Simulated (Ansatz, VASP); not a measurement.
## BN in VASP and in Ansatz

```xyz
2
Lattice="0.0100 1.7679 1.7571 1.7676 0.0065 1.7605 1.7757 1.7794 -0.0016" Properties=species:S:1:pos:R:3 pbc="T T T"
B    -0.0180    0.0027   -0.0954
N     2.6830    2.6627    2.7324
```

Change from the starting cell: all atoms moved at random, cell strained at random.

Alike in both runs: task single point; functional PBE; k mesh 12 × 12 × 12; occupations gaussian, width 0.02 eV; no spin polarisation.

|  | VASP | Ansatz |
| --- | --- | --- |
| version | VASP 6.6.1 | Ansatz 0.2.0 |
| potentials or method | VASP PAW PBE potentials, release 64 (B, N) | scalar-relativistic, plane waves, PAW |
| plane-wave cutoff (eV) | 520 | 420 |
| valence electrons in the cell | 8 | 8 |

|  | VASP | Ansatz | Ansatz less VASP |
| --- | --- | --- | --- |
| gap on the k mesh at the Fermi level (eV) | 2.74 | 2.75 | +0.011 |
| least direct gap on the mesh (eV) | 7.27 | 7.27 | +0.002 |
| pressure (GPa) | 45.6 | 45.4 | -0.27 |
| largest component of the traceless stress (GPa) | 10.04 | 9.74 | -0.297 |
| rms of the force components (eV/Å) | 2.951 | 2.949 | -0.0027 |

Atom by atom the forces differ by 0.003 eV/Å (rms over components).

Caveats: so large a pressure means that the cell lies far from this level's equilibrium, or that cutoff or potentials fall short (VASP); forces of over 1 eV/Å show positions far from the minimum, so gaps and moduli don't describe the material at rest. A k mesh can miss the band edges.
